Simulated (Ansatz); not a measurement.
# HfO₂: course of a relaxation

Level of theory: DFT r2SCAN, scalar-relativistic, plane waves, PAW in Ansatz. (500 eV cutoff, 6×6×8 k-mesh, Gaussian smearing of 0.02 eV, no spin polarisation)

What was changed: biaxial strain in the a-b plane, c and atoms relaxed: -4.0 %.

Spin–orbit coupling is left out, which can shift energies with elements as heavy as these.

Command:

```bash
ansatz run input.yaml --threads 1 --pin off --max-ram 2560MiB --backend cpu --events-out ev --progress --plain --runs-dir out
```

Input:

```yaml
crystal:
  lattice:
    - [4.6446754904, 0.0, 0.0]
    - [0.0, 4.6446754904, 0.0]
    - [0.0, 0.0, 3.2976362646]
  atoms:
    - { symbol: Hf, position: [0.0, 0.0, 0.0] }
    - { symbol: Hf, position: [0.5, 0.5, 0.5] }
    - { symbol: O, position: [0.1939622332, 0.8060377668, 0.5] }
    - { symbol: O, position: [0.3060377668, 0.3060377668, 0.0] }
    - { symbol: O, position: [0.6939622332, 0.6939622332, 0.0] }
    - { symbol: O, position: [0.8060377668, 0.1939622332, 0.5] }
basis:
  ecutwfc: 500
kpoints:
  mp_grid: { grid: [6, 6, 8] }
hamiltonian:
  xc: r2scan
scf:
  occupations: { method: gaussian, width: 0.02 }
output:
  forces: true
  stress: true
  eigenvalues: true
relax:
  adjacent_minimum: "off"
  f_tol: 0.008
  max_steps: 40
  cell: { stress_tol: 0.015, fix: [a, b, gamma] }
```

F is the free energy. Steps run on the plane waves of an earlier cell, but the last one, and at times one on the way, on a freshly chosen basis, so a repeated geometry can differ a little in energy. The held parts of the cell keep their stress, so P needn't end at zero.

Steps:

```tsv
step	F − F(1) (eV)	largest force component (eV/Å)	V (Å³/atom)	P (GPa)
1	0.0000	0.185	11.857	12.80
2	-0.0060	0.026	11.947	10.42
3	-0.0070	0.011	11.919	11.14
4	-0.0070	0.000	11.915	11.26
5	-0.0072	0.000	11.915	11.26
```

Relaxed structure:

```xyz
6
Lattice="4.6447 0.0000 0.0000 0.0000 4.6447 0.0000 0.0000 0.0000 3.3138" Properties=species:S:1:pos:R:3 pbc="T T T"
Hf    0.0000    0.0000    0.0000
Hf    2.3223    2.3223    1.6569
O     0.8937    3.7509    1.6569
O     1.4286    1.4286    0.0000
O     3.2161    3.2161    0.0000
O     3.7509    0.8937    1.6569
```

Symmetry: P4_2/mnm, No. 136, tetragonal system. Conventional cell: a = 4.645 Å, b = 4.645 Å, c = 3.314 Å, α = 90.00°, β = 90.00°, γ = 90.00°. Around Hf (site symmetry mmm) lie 6 O at 2.02 to 2.08 Å. Around O (site symmetry m2m) lie 3 Hf at 2.02 to 2.08 Å.

The run converged. It took 3 min on 1 thread of Intel(R) Xeon(R) Processor @ 2.50GHz (Skylake/Cascade Lake), with other jobs on the host, peak memory 0.63 GiB.